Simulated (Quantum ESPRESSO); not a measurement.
# As in Quantum ESPRESSO: convergence with k mesh

Input of the first run (k mesh 1 × 1 × 1); the others differ in this setting and in those tied to it:

Contents of pw.in:

```
&CONTROL
  calculation = 'scf'
  prefix = 'pwscf'
  outdir = './tmp'
  pseudo_dir = './pseudo'
  tprnfor = .true.
  tstress = .true.
  disk_io = 'nowf'
/
&SYSTEM
  ibrav = 0
  nat = 2
  ntyp = 1
  ecutwfc = 70
  nbnd = 10
  occupations = 'smearing'
  smearing = 'mp'
  degauss = 0.00367493
/
&ELECTRONS
  conv_thr = 4d-10
  electron_maxstep = 120
  mixing_beta = 0.5
/
ATOMIC_SPECIES
As    74.9216 As_ONCV_PBE-1.2.upf
CELL_PARAMETERS angstrom
   1.8807968987    1.0858785957    3.5140619945
  -1.8807968987    1.0858785957    3.5140619945
   0.0000000000   -2.1717571915    3.5140619945
ATOMIC_POSITIONS crystal
As     0.2118200000    0.2247440000    0.2328240000
As     0.7755240000    0.7755010000    0.7681290000
K_POINTS automatic
1 1 1 0 0 0
```

Potentials or basis: SG15 PBE 1.2.

The run is started by

```sh
$ OMP_NUM_THREADS=1 pw.x -in pw.in > pw.out
```

The cell isn't the ideal one: atoms moved at random, drawn with an rms of 0.05 Å.

Hardware: 1 thread of Arm Neoverse V1, with other jobs on the host.

```
      k mesh  energy less the tightest run, at zero smearing (meV/atom)  pressure (GPa)  largest force (eV/Å)  SCF cycles  CPU time (s)  peak memory (GiB)
   1 × 1 × 1                                                    5249.43           68.41                 4.113           9           1.2               0.05
   3 × 3 × 3                                                     -69.00            5.14                 0.471           7           8.4               0.05
   4 × 4 × 4                                                     -42.62            4.54                 0.429           7            21               0.06
   5 × 5 × 5                                                     -28.21            4.28                 0.583           7            36               0.07
   7 × 7 × 7                                                     -11.73            4.52                 0.738           7            99               0.12
   8 × 8 × 8                                                      -6.18            4.62                 0.766           7           150               0.16
   9 × 9 × 9                                                      -4.11            4.62                 0.781           7           200               0.21
11 × 11 × 11                                                      -1.49            4.66                 0.774           7           370               0.34
13 × 13 × 13                                                       0.00            4.70                 0.774           7           620               0.53
```

Against the tightest run, the pressure stays within 0.1 GPa from 8 × 8 × 8 on; the largest force stays within 0.005 eV/Å from 11 × 11 × 11 on. Not settled before the last step: the energy (to 1 meV/atom). Meshes of other sizes hit other points, so gaps and Fermi surfaces needn't settle smoothly. The tightest run that finished is the yardstick and may itself not be fully converged.
